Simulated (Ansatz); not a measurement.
## Band table of BaO

```yaml
crystal:
  lattice:
    - [0.00000, 2.79039, 2.79039]
    - [2.79039, 0.00000, 2.79039]
    - [2.79039, 2.79039, 0.00000]
  atoms:
    - { symbol: Ba, position: [0.00000, 0.00000, 0.00000] }
    - { symbol: O, position: [0.50000, 0.50000, 0.50000] }
```

Atom numbers follow the list: Ba1, O2.

Structure from Materials Project entry mp-1342 (possibly hypothetical), not relaxed further.

Level of theory: Ansatz 0.2.0, DFT, PBE, all-electron LAPW, Dirac equation with spin-orbit coupling.

The runs use a Γ-centred 8×8×8 k mesh, Fermi–Dirac smearing of 0.02 eV, basis error target 0.25 meV/atom, no spin polarisation.

Path points, in fractions of the reciprocal vectors: Γ (0.000, 0.000, 0.000), X (0.500, 0.000, 0.500), U (0.625, 0.250, 0.625), K (0.375, 0.375, 0.750), L (0.500, 0.500, 0.500), W (0.500, 0.250, 0.750). Levels in eV from the valence-band top, one of each degenerate spinor pair; bands 21 to 39, counted from the lowest band of the run. The gap is 2.07 eV, direct at X (0.5, 0, 0.5).

```
# k(1/Å) point b21 b23 b25 b27 b29 b31 b33 b35 b37 b39
0.000 Γ -14.99 -11.89 -9.77 -9.77 -0.50 -0.40 -0.40 3.46 4.68 4.68
0.225 - -15.07 -11.90 -9.83 -9.78 -0.88 -0.48 -0.40 3.93 4.22 5.05
0.450 - -15.22 -11.99 -9.99 -9.92 -1.35 -0.48 -0.38 3.39 4.73 6.03
0.676 - -15.28 -12.20 -10.32 -10.17 -1.13 -0.42 -0.30 2.68 5.47 7.34
0.901 - -15.21 -12.48 -10.74 -10.32 -0.50 -0.28 -0.20 2.22 5.90 8.22
1.126 X -15.15 -12.64 -10.91 -10.37 -0.35 -0.15 0.00 2.07 5.89 8.30
1.205 - -15.16 -12.63 -10.90 -10.37 -0.38 -0.19 -0.01 2.13 5.95 8.11
1.285 - -15.19 -12.61 -10.88 -10.35 -0.46 -0.28 -0.04 2.31 6.10 7.70
1.365 - -15.23 -12.57 -10.84 -10.33 -0.60 -0.42 -0.07 2.59 6.33 7.22
1.444 - -15.29 -12.52 -10.79 -10.29 -0.77 -0.58 -0.12 2.96 6.60 6.75
1.524 U -15.35 -12.46 -10.72 -10.25 -0.95 -0.74 -0.17 3.40 6.29 6.89
1.662 - -15.38 -12.43 -10.72 -10.19 -1.17 -0.68 -0.23 3.75 5.77 6.99
1.800 - -15.40 -12.40 -10.74 -10.13 -1.33 -0.55 -0.32 4.30 5.02 7.03
1.938 - -15.40 -12.40 -10.74 -10.13 -1.33 -0.55 -0.32 4.30 5.02 7.03
2.075 - -15.38 -12.43 -10.72 -10.19 -1.17 -0.68 -0.23 3.75 5.77 6.99
2.213 K -15.35 -12.46 -10.72 -10.25 -0.95 -0.74 -0.17 3.40 6.29 6.89
2.452 - -15.49 -12.25 -10.48 -10.09 -1.44 -1.17 -0.33 4.91 5.14 7.03
2.691 - -15.47 -12.06 -10.21 -9.93 -1.60 -1.31 -0.45 4.41 5.71 6.08
2.930 - -15.30 -11.94 -9.98 -9.82 -1.33 -1.08 -0.47 4.18 5.09 5.34
3.169 - -15.09 -11.90 -9.82 -9.78 -0.78 -0.66 -0.44 4.04 4.42 4.87
3.408 Γ -14.99 -11.89 -9.77 -9.77 -0.50 -0.40 -0.40 3.46 4.68 4.68
3.603 - -15.06 -11.90 -9.80 -9.78 -0.66 -0.55 -0.51 3.88 4.55 4.85
3.798 - -15.23 -11.90 -9.87 -9.81 -1.08 -0.83 -0.79 4.33 4.99 5.31
3.993 - -15.45 -11.92 -9.96 -9.85 -1.51 -1.13 -1.10 4.44 5.99 6.07
4.188 - -15.62 -11.93 -10.03 -9.88 -1.82 -1.34 -1.33 4.73 6.70 6.80
4.383 L -15.69 -11.93 -10.05 -9.89 -1.93 -1.42 -1.41 4.90 7.04 7.16
4.542 - -15.66 -11.98 -10.11 -9.95 -1.81 -1.36 -1.31 4.89 6.36 7.15
4.701 - -15.58 -12.11 -10.31 -10.04 -1.58 -1.12 -1.02 4.83 5.60 7.36
4.860 - -15.47 -12.28 -10.58 -10.10 -1.43 -0.75 -0.62 4.69 5.00 7.41
5.019 - -15.38 -12.43 -10.79 -10.13 -1.34 -0.45 -0.28 4.56 4.63 6.94
5.179 W -15.34 -12.49 -10.86 -10.14 -1.31 -0.34 -0.15 4.49 4.50 6.75
5.291 - -15.32 -12.50 -10.86 -10.17 -1.21 -0.34 -0.13 3.72 5.35 6.69
5.404 - -15.28 -12.54 -10.86 -10.25 -0.96 -0.32 -0.10 3.05 6.25 6.50
5.516 - -15.22 -12.59 -10.87 -10.32 -0.65 -0.28 -0.05 2.53 6.24 7.14
5.629 - -15.17 -12.63 -10.89 -10.36 -0.42 -0.21 -0.02 2.19 5.99 7.93
5.742 X -15.15 -12.64 -10.91 -10.37 -0.35 -0.15 0.00 2.07 5.89 8.30
```
